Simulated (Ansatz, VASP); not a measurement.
## MgB2 in VASP and in Ansatz

The input INCAR:

```
SYSTEM = MgB2
ALGO = Normal
EDIFF = 1E-6
ENCUT = 520
GGA = PE
ISIF = 2
ISMEAR = 0
LASPH = .True.
LCHARG = .True.
LELF = .True.
LREAL = .False.
LVHAR = .True.
LWAVE = .False.
NBANDS = 11
NELM = 80
PREC = Accurate
SIGMA = 0.05
```

KPOINTS

```
k-points
0
Gamma
  12 12 10
  0 0 0
```

POSCAR

```
MgB2
1.0
    3.0721480083      0.0000000000      0.0000000000
   -1.5360740041      2.6605582194      0.0000000000
    0.0000000000      0.0000000000      3.4993583942
Mg B
1 2
Direct
    0.0000000000      0.0000000000      0.0000000000
    0.3333333333      0.6666666667      0.5000000000
    0.6666666667      0.3333333333      0.5000000000
```

Input for Ansatz:

```yaml
crystal:
  lattice:
    - [3.072148008315, -2.886758726671e-11, 0.0]
    - [-1.536074004133, 2.660558219401, 0.0]
    - [0.0, 0.0, 3.4993583942]
  atoms:
    - { symbol: Mg, position: [0.0, 0.0, 0.0] }
    - { symbol: B, position: [0.3333333333333, 0.6666666666667, 0.5] }
    - { symbol: B, position: [0.6666666666667, 0.3333333333333, 0.5] }
basis:
  ecutwfc: 500
  ecutrho_ratio: 4
kpoints:
  mp_grid: { grid: [12, 12, 10] }
hamiltonian:
  xc: pbe
scf:
  occupations: { method: gaussian, width: 0.05 }
  initial_density: { chi_scale: 0.3 }
  lower_state_search: full
output:
  forces: true
  stress: true
```

Alike in both runs: task single point; functional PBE; k mesh 12 × 12 × 10; occupations gaussian, width 0.05 eV; no spin polarisation.

|  | VASP | Ansatz |
| --- | --- | --- |
| version | VASP 6.6.1 | Ansatz 0.2.0 |
| potentials or method | VASP PAW PBE potentials, release 64 (Mg, B) | scalar-relativistic, plane waves, PAW |
| plane-wave cutoff (eV) | 520 | 500 |
| valence electrons in the cell | 8 | 16 |

|  | VASP | Ansatz | Ansatz less VASP |
| --- | --- | --- | --- |
| gap on the k mesh at the Fermi level (eV) | none | none | - |
| pressure (GPa) | 0.9 | 1.1 | +0.23 |
| largest component of the traceless stress (GPa) | 0.05 | 0.20 | +0.150 |

A gap of «none» marks a metal or a gap that the smearing closes. The two sets of potentials don't hold the same shells in valence.
